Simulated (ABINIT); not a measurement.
Set up this calculation in ABINIT 10.8.3 (patched build), as the native input.

```yaml
Task: single point
Functional: r2SCAN
Potentials_or_basis: JTH PAW PBE v2.0
Cutoff: 490 eV
k_mesh: 9 × 9 × 5
Occupations: fermi-dirac, width 0.05 eV
Spin: no spin polarisation
Fine-grid_cutoff: 979.61 eV
```

The system is Ru.

```
Ru
1.0
     2.70580    0.00000    0.00000
    -1.35290    2.34329    0.00000
     0.00000    0.00000    4.28190
Ru
2
Direct
  0.66667 0.33333 0.75000
  0.33333 0.66667 0.25000
```

One way to write it, as run:

run.abi

```
# Pseudopotentials
pp_dirpath "./"
pseudos "Ru.GGA_PBE-JTH.xml"

# Structure
acell 3*1.0
rprim
     5.1132209480     0.0000000000     0.0000000000
    -2.5566104740     4.4281792362     0.0000000000
     0.0000000000     0.0000000000     8.0916182930
ntypat 1
znucl 44
natom 2
typat 1 1
xred
     0.6666666667     0.3333333333     0.7500000000
     0.3333333333     0.6666666667     0.2500000000

# Plane-wave basis
ecut 18.0
pawecutdg 36.0

# k points
kptopt 1
ngkpt 9 9 5
nshiftk 1
shiftk 0.0 0.0 0.0

# Exchange and correlation
ixc -497498
usekden 1
pawxcdev 0

# Bands and occupations
nband 20
occopt 3
tsmear 0.05 eV

# SCF cycle
nstep 100
tolvrs 1.0e-7

# Output
iomode 3
prtwf 0
prteig 0
prtebands 0
prtden 1
prtvha 1
prtvclmb 1
prtpot 1
```

Potentials or basis: JTH PAW PBE v2.0.

Command:

```sh
$ abinit run.abi > log 2>&1
```

Results of the run:

| Property | Result |
| --- | --- |
| Pressure | -0.8 GPa |
| Band gap on the k mesh | none (metal or under the smearing width) |
| Valence electrons inside the program's atomic spheres | Ru 13.72 (radii [1.1697] Å) |

Caveat: the PAW data sets were made with another functional, which shifts forces and pressure a little.

It took 40 s on 1 thread of Arm Neoverse V2, with other jobs on the host, peak memory 0.12 GiB.
